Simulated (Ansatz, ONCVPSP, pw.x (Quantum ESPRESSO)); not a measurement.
**pw.x on sc P: one setting changed**

Potential: optimised norm-conserving Vanderbilt (ONCV), ONCVPSP 4.0.1.1 (patched build), PBE; core [Ne], reference 3s2 3p3; waves: 3s: rc 1.40 bohr, ncon 3, nbas 6, qcut 4.5 1/bohr, 3 projectors, debl 3.4 Ha; 3p: rc 1.65 bohr, ncon 5, nbas 9, qcut 5.7 1/bohr, 1 projector; d scattering state at 0.04 Ha: rc 1.55 bohr, ncon 4, nbas 8, qcut 6.1 1/bohr, 3 projectors, debl 2.7 Ha; local part: polynomial inside 0.90 bohr (lpopt 3, dvloc0 -1 Ha); core correction: Teter function, fcfact 5.25, rcfact 1.2.

The reference run (k-mesh 13³, cutoffs 60/240 Ry, Fermi–Dirac 0.01 Ry, mixing_beta 0.4, conv_thr 1e-9, no spin) gives -0.12 GPa at 14.621 Å³/atom, where all-electron LAPW gives 0.27 GPa. This run, with its own iteration cap, changes k-mesh points per axis to 20.

```
&control
  calculation='scf', prefix='x', pseudo_dir='./', outdir='./tmp', tstress=.true., disk_io='none'
/
&system
  ibrav=0, nat=1, ntyp=1, ecutwfc=60, ecutrho=240, nbnd=9,
  occupations='smearing', smearing='fd', degauss=0.01
/
&electrons
  conv_thr=1e-09, mixing_beta=0.4, electron_maxstep=50
/
ATOMIC_SPECIES
P 1.0 P.UPF
CELL_PARAMETERS angstrom
  2.44526365 0.00000000 0.00000000
  0.00000000 2.44526365 0.00000000
  0.00000000 0.00000000 2.44526365
ATOMIC_POSITIONS crystal
P 0.0000 0.0000 0.0000
K_POINTS automatic
20 20 20 0 0 0
```

```bash
pw.x < P.scf.in > P.scf.out
```

**Question.** How does the run end?

**Answer.** It converges in 7 iterations; the free energy moves by +1.9 meV/atom and the pressure by +0.11 GPa.

```
Message from routine setup:
     using ibrav=0 with symmetry is DISCOURAGED, use correct ibrav instead
     lattice parameter (alat)  =       4.6209  a.u.
     unit-cell volume          =      98.6674 (a.u.)^3
     number of electrons       =         5.00
     number of Kohn-Sham states=            9
     kinetic-energy cutoff     =      60.0000  Ry
     charge density cutoff     =     240.0000  Ry
     scf convergence threshold =      1.0E-09
     Exchange-correlation= PBE
     number of k points=   286  Fermi-Dirac smearing, width (Ry)=  0.0100
     iteration #  1     ecut=    60.00 Ry     beta= 0.40
     total energy              =     -14.05719842 Ry
     estimated scf accuracy    <       0.00529770 Ry
     iteration #  2     ecut=    60.00 Ry     beta= 0.40
     total energy              =     -14.05730954 Ry
     estimated scf accuracy    <       0.00191764 Ry
     iteration #  3     ecut=    60.00 Ry     beta= 0.40
     total energy              =     -14.05732439 Ry
     estimated scf accuracy    <       0.00000051 Ry
     iteration #  4     ecut=    60.00 Ry     beta= 0.40
     total energy              =     -14.05732608 Ry
     estimated scf accuracy    <       0.00000033 Ry
     iteration #  5     ecut=    60.00 Ry     beta= 0.40
     total energy              =     -14.05732616 Ry
     estimated scf accuracy    <       0.00000005 Ry
     iteration #  6     ecut=    60.00 Ry     beta= 0.40
     total energy              =     -14.05732614 Ry
     estimated scf accuracy    <       0.00000002 Ry
     iteration #  7     ecut=    60.00 Ry     beta= 0.40
     the Fermi energy is    11.0297 ev
!    total energy              =     -14.05732615 Ry
     estimated scf accuracy    <          3.8E-10 Ry
     smearing contrib. (-TS)   =      -0.00152486 Ry
     The total energy is F=E-TS. E is the sum of the following terms:
     one-electron contribution =       5.28078800 Ry
     hartree contribution      =       0.42240962 Ry
     xc contribution           =      -4.40857681 Ry
     ewald contribution        =     -15.35042210 Ry
     convergence has been achieved in   7 iterations
          total   stress  (Ry/bohr**3)                   (kbar)     P=       -0.10
     Message from routine punch:
     Nothing written, as per user request (disk_io='none')
```

The run took about 36 s on one core of a shared host (Neoverse-N1, 64 threads, 124 GiB, load 60).
